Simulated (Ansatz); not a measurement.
# Ge in Ansatz: the effect of functional

Crystal: Ge.

```xyz
2
Lattice="-2.4791 2.6331 1.4273 2.4791 -2.6331 1.4273 2.4791 2.6331 -1.4273" Properties=species:S:1:pos:R:3 pbc="T T T"
Ge    0.0000    1.3165    0.1829
Ge    2.4791    1.3165    1.2444
```

This isn't the form of Ge at room conditions, which is diamond.

The cell isn't the ideal one: volume scaled by 0.98.

Alike in all runs:

```yaml
Program: Ansatz 0.2.0
Task: single point
Potentials_or_basis: Ansatz PAW
k_mesh: 11 × 11 × 11
Occupations: fermi-dirac, width 0.05 eV
Spin: no spin polarisation
```

Question: One run gave: pressure -2.9 GPa; largest force 0.07 eV/Å. Which functional did it use?
A. r2SCAN
B. LDA
C. PBEsol

Answer: B.

| functional | cutoff | pressure (GPa) | largest force (eV/Å) |
| --- | --- | --- | --- |
| LDA | 420 eV (not typed: the program's choice for these potentials) | -2.9 | 0.07 |
| PBEsol | 420 eV (not typed: the program's choice for these potentials) | -1.1 | 0.06 |
| r2SCAN | 500 eV (not typed: the program's choice for these potentials) | 0.2 | 0.09 |

Caveats: the PAW data sets come from PBE, with cores solved anew for the run's functional, which leaves a small shift of forces and pressure.

Runs at the PBE level aren't shown here.
